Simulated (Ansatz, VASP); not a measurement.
# One calculation of C, two programs

```xyz
6
Lattice="0.0000 1.7659 -1.7659 -1.7659 0.0000 1.7659 3.5317 3.5317 3.5317" Properties=species:S:1:pos:R:3 pbc="T T T"
C    -0.4415    1.3244    1.3244
C     1.3244    3.0903    1.3244
C     3.0903    3.0903    3.0903
C     0.4415    0.4415    0.4415
C     0.4415    2.2073    2.2073
C     2.2073    3.9732    2.2073
```

Alike in both runs: task single point; functional LDA; k mesh 14 × 14 × 5; occupations fermi-dirac, width 0.02 eV; no spin polarisation.

```csv
,VASP,Ansatz
version,VASP 6.6.1,Ansatz 0.2.0
potentials or method,"VASP PAW LDA potentials, release 64 (C)","PAW with Ansatz's default frozen-core files, scalar-relativistic"
plane-wave cutoff (eV),520,420
valence electrons in the cell,24,24
```

VASP gave:

* gap on the k mesh at the Fermi level (eV): 4.24
* pressure (GPa): 1.6

Q: Which values does Ansatz return?

A: gap on the k mesh at the Fermi level (eV): 4.24; pressure (GPa): 0.0.

Caveats: an odd mesh through Γ misses points on the zone boundary, where band edges often lie.
